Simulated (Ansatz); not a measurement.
# BeSe: further runs on the relaxed cell

The task here is to estimate one member of a computed series from the others.

Program: Ansatz 0.2.0. Level of theory: DFT PBE, scalar-relativistic, plane waves, PAW. These are calculated values, not measurements.

1 further run of the same task is left out (set aside as unsound or not needed).

## The starting structure

The structure is cubic, space group F-43m (No. 216). Conventional cell: a = 5.178 Å, b = 5.178 Å, c = 5.178 Å, α = 90.00°, β = 90.00°, γ = 90.00°. Be (site symmetry -43m) has 4 Se at 2.24 Å as nearest neighbours. Se (site symmetry -43m) is surrounded by 4 Be at 2.24 Å.

Structure file:

```cif
data_structure
_symmetry_space_group_name_H-M 'P 1'
_symmetry_Int_Tables_number 1
_cell_length_a 3.6612
_cell_length_b 3.6612
_cell_length_c 3.6612
_cell_angle_alpha 60.000
_cell_angle_beta 60.000
_cell_angle_gamma 60.000
_cell_volume 34.70
loop_
_atom_site_label
_atom_site_type_symbol
_atom_site_fract_x
_atom_site_fract_y
_atom_site_fract_z
_atom_site_occupancy
Be1 Be 0.00000 0.00000 0.00000 1
Se1 Se 0.25000 0.25000 0.25000 1
```

It is the result of an earlier relaxation at this level (volume 17.35 Å³/atom; gap on the mesh: 2.67 eV).

Set-up of the first run:

input.yaml reads:

```yaml
crystal:
  lattice:
    - [0.0, 2.5888345881, 2.5888345881]
    - [2.5888345881, 0.0, 2.5888345881]
    - [2.5888345881, 2.5888345881, 0.0]
  atoms:
    - { symbol: Be, position: [0.0, 0.0, 0.0] }
    - { symbol: Se, position: [0.25, 0.25, 0.25] }
basis:
  ecutwfc: 420
kpoints:
  mp_grid: { grid: [8, 8, 8] }
  band_path:
    path:
      - [[0.0, 0.0, 0.0], [-0.5, -0.5, 0.0], [-0.375, -0.375, 0.25]]
      - [[-0.375, 0.0, 0.375], [0.0, 0.0, 0.0], [0.0, 0.0, 0.5], [-0.5, -0.25, 0.25], [-0.5, -0.5, 0.0]]
    npoints: 14
hamiltonian:
  xc: pbe
scf:
  occupations: { method: gaussian, width: 0.02 }
  n_extra_bands: 6
output:
  forces: true
  stress: true
  eigenvalues: true
  populations: true
  dos: { projected: true, de: 0.02, nscf_kmesh: { grid: [12, 12, 12] } }
  bader: true
```

Started as:

```console
$ ansatz run input.yaml --threads 1 --pin off --max-ram 2560MiB --backend cpu --events-out ev --progress --plain --runs-dir out
```

Among the steps run: Static run: bands, density of states and charges; Band edges anywhere in the zone; Eigenvalues a small step from each edge; Back to the database's cell; Point at V/V0 = 0.97; The cell scaled to 1.03 of its volume; Point at V/V0 = 0.94; Volume × 1.06; The cell scaled to 0.91 of its volume; Volume × 1.10; Point at V/V0 = 0.88.

One table of the session follows, with a row left open; its other results are not shown here.

It belongs to the step «Fit of the equation of state». 

| volume (Å³/atom) | energy above the lowest point (meV/atom) | pressure (GPa) | gap on the mesh (eV) |
| --- | --- | --- | --- |
| 15.268 | 72.2 | 12.32 | 2.37 |
| 15.789 | 38.5 | 8.52 | 2.46 |
| 16.310 | 16.2 | 5.25 | 2.54 |
| 16.830 | ? | ? | ? |
| 17.351 | 0.0 | 0.01 | 2.67 |
| 17.871 | 3.5 | -2.09 | 2.73 |
| 18.392 | 13.3 | -3.90 | 2.79 |
| 19.086 | 34.7 | -5.94 | 2.85 |

Estimate the missing values for volume (Å³/atom) = 16.830.

Worked estimate for «energy above the lowest point (meV/atom)». A straight line through the neighbours (16.310, 16.2) and (17.351, 0.0) gives 16.2 + (0.0 − 16.2) × (16.830 − 16.310) / (17.351 − 16.310) = 8.1; a parabola fitted to 4 rows on both sides gives 3.8.

As computed: energy above the lowest point (meV/atom): 3.9; pressure (GPa): 2.44; gap on the mesh (eV): 2.61. In «energy above the lowest point (meV/atom)» the line misses by +4.2 and the parabola by -0.1.

To keep in mind: Absorption along x passes 10⁴ cm⁻¹ at 4.4 eV, beside a least direct gap of 4.22 eV on the SCF mesh; the indirect gap of 2.67 eV gives no absorption without phonons.
